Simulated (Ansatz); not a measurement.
## WS2: what a change does to the field gradients

Base: a COD entry, ions relaxed with PBE at fixed cell.

```
W S
1.0
     1.57900    0.91164    6.16333
    -1.57900    0.91164    6.16333
     0.00000   -1.82327    6.16333
W S
1 2
Cartesian
  0.0000 0.0000 0.0123
  0.0000 0.0000 4.6015
  0.0000 0.0000 7.7505
```

Atoms are numbered from 1 in the order listed; like atoms form one site, named after its first atom.

The numbers come from a DFT calculation in Ansatz (PBE, plane waves and PAW, scalar-relativistic, collinear spin, 420 eV cutoff, Γ-centred 16×16×16 k-points, Fermi–Dirac smearing 0.02 eV). Start moments as typed (μB): 2 on each W, none on the rest.

Gradients in 10²¹ V/m²:

```csv
site,atoms,V_zz base,η base,V_zz variant,η variant
W,1,-16.80,0.00,-17.01,0.00
S2,2,-4.43,0.00,-4.41,0.00
S3,3,-4.25,0.00,-4.13,0.00
```

Problem. Which change was made?
A. volume scaled by 0.98, ions relaxed
B. z compressed by 3 %, ions relaxed
C. volume scaled by 1.06, ions relaxed

Solution. B. The largest change of V_zz is on W, from -16.80 to -17.01. In per cent, |V_zz| changes by +1 on W, -3 to 0 on S (all sites that start above 0.5).

Without spin–orbit coupling the gradients at and beside W can be off by some per cent, at some sites by more. The start moments die out, and the run ends without spin.
